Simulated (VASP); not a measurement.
The system is MnO.

```
Mn O
1.0
     2.97129   -1.71698    0.00000
     2.97129    1.71698    0.00000
    -1.98463    0.00000    2.81031
Mn O
1 1
Direct
  0.50020 0.50020 0.50067
  0.74980 0.74980 0.24934
```

The cell comes from a database or a generator and needn't be the stable form of this composition.

Base run:

- Program: VASP 6.6.1
- Functional: PBE
- Potentials or basis: VASP PAW PBE potentials, release 64 (Mn_pv, O)
- Cutoff: 520 eV
- k mesh: 7 × 7 × 7
- Occupations: fermi-dirac, width 0.05 eV
- Spin: collinear spin, ferromagnetic start
- Starting moments: [4.0, 0.0] μB

Its results: pressure -3.6 GPa; net moment 5.00 μB per cell; site moments Mn +4.44; O +0.18 μB.

**Question.** The run is repeated on the same cell with these changes: functional from PBE to BLYP. What comes out?

**Answer.** Pressure -0.1 GPa; net moment 4.99 μB per cell; site moments Mn +4.42; O +0.23 μB.

BLYP binds less tightly than PBE, so the same cell stands under more pressure.

Caveats: a cell with one magnetic atom can't hold antiferromagnetic order, which such compounds often take; the PAW data sets were made with another functional, which shifts forces and pressure a little (some runs).
